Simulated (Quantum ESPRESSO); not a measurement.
Crystal: MnO.

```xyz
4
Lattice="3.3246 0.0000 0.0000 0.0000 3.3246 0.0000 0.0000 0.0000 4.8678" Properties=species:S:1:pos:R:3 pbc="T T T"
Mn    0.0000    0.0000    0.0000
Mn    1.6623    1.6623    0.0000
O     1.6623    0.0000    1.2997
O     0.0000    1.6623    3.5681
```

The cell was built by a generator and needn't be a form met in nature.

Base run:

```yaml
Program: Quantum ESPRESSO 7.5
Functional: PBEsol
Potentials_or_basis: GBRV 1.5 PBEsol
Cutoff: 612 eV
Density_cutoff: 4898 eV
k_mesh: 6 × 6 × 4
Occupations: gaussian, width 0.05 eV
Spin: collinear spin, antiferromagnetic start
Starting_moments: "[5.0, -5.0, 0.0, 0.0] μB"
Hubbard_terms: Mn d U = 6 eV
```

Its results: band gap on the k mesh 1.15 eV, direct; pressure 16.7 GPa; net moment 0.00 μB per cell; site moments Mn +3.89, -3.89; O +0.00 μB; largest force 2.379 eV/Å.

Q: After a change of settings the same cell gave: band gap on the k mesh 1.03 eV, direct; pressure 9.1 GPa; net moment 0.00 μB per cell; site moments Mn +3.72, -3.72; O +0.00 μB; largest force 2.739 eV/Å. Which change was it?
A. hubbard terms from Mn d U = 6 eV to none
B. hubbard terms from Mn d U = 6 eV to Mn d U = 8 eV
C. hubbard terms from Mn d U = 6 eV to Mn d U = 4 eV

A: C.

Caveats: forces of over 1 eV/Å show positions far from the minimum, so gaps and moduli don't describe the material at rest.
